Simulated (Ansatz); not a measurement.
Clusters are cut from relaxed bulk GaN (F-43m, not its usual structure, 11.76 Å³/atom, gap on the mesh 1.54 eV) and relaxed in a periodic box with vacuum; the excess energy counts from that bulk. Caps count from half an H2 molecule.

Method: DFT PBE, scalar-relativistic, plane waves, PAW (Ansatz 0.2.0).

Cutoff 420 eV; k points 1×1×1 on the computed 14-atom cell (Γ-centred); Gaussian smearing, width 0.05 eV; no spin polarisation.

Start (Ga2N2H10, sphere cut):

```
CELL_PARAMETERS angstrom
12.90000 0.00000 0.00000
0.00000 11.80000 0.00000
0.00000 0.00000 12.70000
ATOMIC_POSITIONS crystal
Ga 0.44362 0.50000 0.41046
N 0.53177 0.59637 0.50000
Ga 0.61992 0.50000 0.58954
N 0.35547 0.40363 0.50000
H 0.51388 0.42318 0.33909
H 0.37335 0.57682 0.33909
H 0.48612 0.64627 0.54637
H 0.57742 0.64627 0.45363
H 0.54965 0.42318 0.66091
H 0.69018 0.57682 0.66091
H 0.69018 0.42318 0.51816
H 0.40112 0.35373 0.54637
H 0.30982 0.45354 0.54637
H 0.30982 0.35373 0.45363
```

Task: Give the relaxed structure and its energy.

Result: The free energy falls by 50 meV/atom.

- excess energy (eV per host atom): 0.029
- gap on the mesh (eV): 4.98
- highest filled level or Fermi level under vacuum (eV): 6.34

Relaxed structure:
```xyz
14
Lattice="12.9000 0.0000 0.0000 0.0000 11.8000 0.0000 0.0000 0.0000 12.7000" Properties=species:S:1:pos:R:3 pbc="T T T"
Ga    5.5107    6.2344    5.0625
N     7.0542    6.9211    6.0994
Ga    7.7547    5.8070    7.7289
N     4.9748    4.6352    6.3156
H     5.9933    5.5327    3.7554
H     4.2830    7.1908    5.2065
H     6.8507    7.8621    6.4432
H     7.8563    7.0287    5.4745
H     6.3723    5.4954    8.4899
H     8.7092    6.8002    8.4786
H     8.3355    4.5322    6.9996
H     5.4008    4.8198    7.2491
H     3.9631    4.5480    6.4300
H     5.3363    3.7378    5.9863
```

Each run keeps its start's symmetry and one magnetic start, so lower states can exist.

Time: 42 s on 4 threads of Intel(R) Xeon(R) 6975P-C (Granite Rapids) (shared host), peak memory 1.2 GiB.